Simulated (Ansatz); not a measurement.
**CdI2-type TiS₂**

Computed with Ansatz (plane waves, PAW, 500 eV cutoff): r²SCAN, scalar-relativistic, no spin polarisation, Γ-centred 12×12×6 mesh, 0.05 eV Gaussian smearing. The datasets are Ansatz's generated set soft_2.

```xyz
3
Lattice="3.4249 0.0000 0.0000 -1.7125 2.9661 0.0000 0.0000 0.0000 5.9663" Properties=species:S:1:pos:R:3 pbc="T T T"
Ti    0.0000    0.0000    0.0000
S     0.0000    1.9774    1.4016
S     1.7125    0.9887    4.5647
```

The compound is reported in the structure type of the start.

The cell is relaxed to zero pressure at this level.

Elastic constants come from the stress of slightly strained cells with relaxed atoms, in GPa, Voigt order xx, yy, zz, yz, xz, xy in the Cartesian frame of the vectors above.

```
147.9  29.6   4.8  -1.6   0.0   0.0
 29.6 147.9   4.8   1.6   0.0   0.0
  4.8   4.8  20.9   0.0   0.0   0.0
 -1.6   1.6   0.0   7.3   0.0   0.0
  0.0   0.0   0.0   0.0   7.3  -1.6
  0.0   0.0   0.0   0.0  -1.6  59.1
```

Problem. Work out the Voigt, Reuss and Hill moduli.

Solution. Voigt: K = (C11 + C22 + C33 + 2(C12 + C13 + C23))/9 = 44 GPa, G = (C11 + C22 + C33 − C12 − C13 − C23 + 3(C44 + C55 + C66))/15 = 33 GPa. Reuss, from the compliances S = C⁻¹: K = 18.3 GPa, G = 13.1 GPa. Hill means: K = 31 GPa, G = 23 GPa.

Problem. And Young's modulus, Poisson's ratio, Pugh's ratio and the anisotropy?

Solution. E = 9KG/(3K + G) = 56 GPa, ν = (3K − 2G)/(6K + 2G) = 0.20, K/G = 1.34 (under the 1.75 that Pugh's rule, made for metals, takes as the line between brittle and ductile), universal anisotropy index 5G_V/G_R + K_V/K_R − 6 = 9.1. The eigenvalues of C are 7.3, 7.3, 21, 59, 118, 178 GPa, all positive.

Voigt's and Reuss's shear moduli differ by over a factor of two, so their mean gives no reliable sound velocity or Debye temperature.

Cost: 2.7 min on 4 threads of Arm Neoverse V1, on a shared host, peak memory 0.75 GiB.

The structure is built of weakly bound layers, and this functional has no dispersion term, so their spacing and all that hangs on it (volume, the soft elastic constants, low modes, dielectric constants) are poorly given.

The stiffness is that of strong sheets held loosely together: C11 is 147.9 GPa, against 20.9 GPa for C33 and 7.3 GPa for C44. Stretching a layer works against the polar-covalent Ti–S bonds, in which sulfur 3p states mix with the formally empty titanium 3d shell. Compression along the axis or sliding of the layers is taken up mostly in the gap between facing sulfur sheets, where no such bonds have to be strained. The small C13 fits this picture, since the gap absorbs axial strain with little in-plane stress.

The same contrast separates the averages: Voigt's uniform strain gives weight to the stiff sheets, Reuss's uniform stress to the compliant gaps. Pugh's ratio and the mean Poisson's ratio therefore say little about how a crystal fails; easy basal cleavage and glide are what the bonding suggests. The positive eigenvalues show stability against small homogeneous strains only, and leave open any distortion that enlarges the cell, such as a charge-density wave.
